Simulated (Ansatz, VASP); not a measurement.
Rb: VASP beside Ansatz

INCAR

```
ALGO = Normal ; EDIFF = 1E-6
ENCUT = 520 ; GGA = PE
ISIF = 2 ; ISMEAR = -1
LASPH = True ; LCHARG = True
LELF = True ; LREAL = False
LVHAR = True ; LWAVE = False
NBANDS = 10 ; NELM = 80
PREC = Accurate ; SIGMA = 0.08
```

The input KPOINTS:

```
k-points
0
Gamma
  9 9 9
```

The input POSCAR:

```
Rb
1.0
    4.2876127361      0.0000000000      0.0000000000
    0.0000000000      4.2876127361      0.0000000000
    0.0000000000      0.0000000000      4.2876127361
Rb
1
Direct
    0.0000000000      0.0000000000      0.0000000000
```

Input for Ansatz:

```yaml
crystal:
  lattice:
    - [4.2876127361, 0.0, 0.0]
    - [0.0, 4.2876127361, 0.0]
    - [0.0, 0.0, 4.2876127361]
  atoms:
    - { symbol: Rb, position: [0.0, 0.0, 0.0] }
kpoints:
  mp_grid: { grid: [9, 9, 9] }
scf:
  occupations: { method: fermi_dirac, width: 0.08 }
hamiltonian:
  xc: pbe
  pseudopotentials: { kind: all_electron, lapw: { basis_error: 0.001 } }
output:
  forces: true
  stress: true
  eigenvalues: true
  populations: true
```

Change from the starting cell: volume scaled by 0.8, LAPW.

Alike in both runs: task single point; functional PBE; k mesh 9 × 9 × 9; occupations fermi-dirac, width 0.08 eV; no spin polarisation.

```csv
,VASP,Ansatz
version,VASP 6.6.1,Ansatz 0.2.0
potentials or method,"VASP PAW PBE potentials, release 64 (Rb_sv)","all-electron LAPW, scalar-relativistic"
plane-wave cutoff (eV),520,see its input
```

```csv
,VASP,Ansatz,Ansatz less VASP
pressure (GPa),0.8,0.8,0.00
```

Ansatz ran all-electron here, so the differences hold the error of VASP's frozen core and of both bases.
